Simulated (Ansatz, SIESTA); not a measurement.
**Mo and spin-orbit coupling, program beside program**

```
CELL_PARAMETERS angstrom
-1.58381 1.58381 1.58381
1.58381 -1.58381 1.58381
1.58381 1.58381 -1.58381
ATOMIC_POSITIONS crystal
Mo 0.00000 0.00000 0.00000
```

Kept alike: task band structure; functional PBE; k mesh 12 × 12 × 12; occupations fermi-dirac, width 0.05 eV. The mesh is that of the run's cell of 1 atom.

- A: Ansatz, Ansatz PAW, cutoff 420 eV
- B: SIESTA; files PseudoDojo sr-pbe-0.4.1-standard, DZP (energy shift 0.003 Ry; two zetas on semicore shells) (False); files PseudoDojo fr-pbe-0.4-standard, DZP (energy shift 0.003 Ry; two zetas on semicore shells) (True), atomic orbitals

```csv
spin-orbit coupling,A: pressure (GPa),B: pressure (GPa)
off,-1.85,0.99
on,-1.77,1.04
```

Pressure is positive in compression; plane-wave values hold the error of the finite cutoff, which Ansatz corrects. For a metal such a mesh leaves the last digits unconverged.

**Question.** How large is the effect of spin-orbit coupling, and do the programs agree on it?

**Answer.** From off to on the pressure moves by +0.08 in A, +0.05 in B (GPa). Row by row the programs differ by 2.81 to 2.84, and the shifts point the same way but differ by 38 % of the larger.
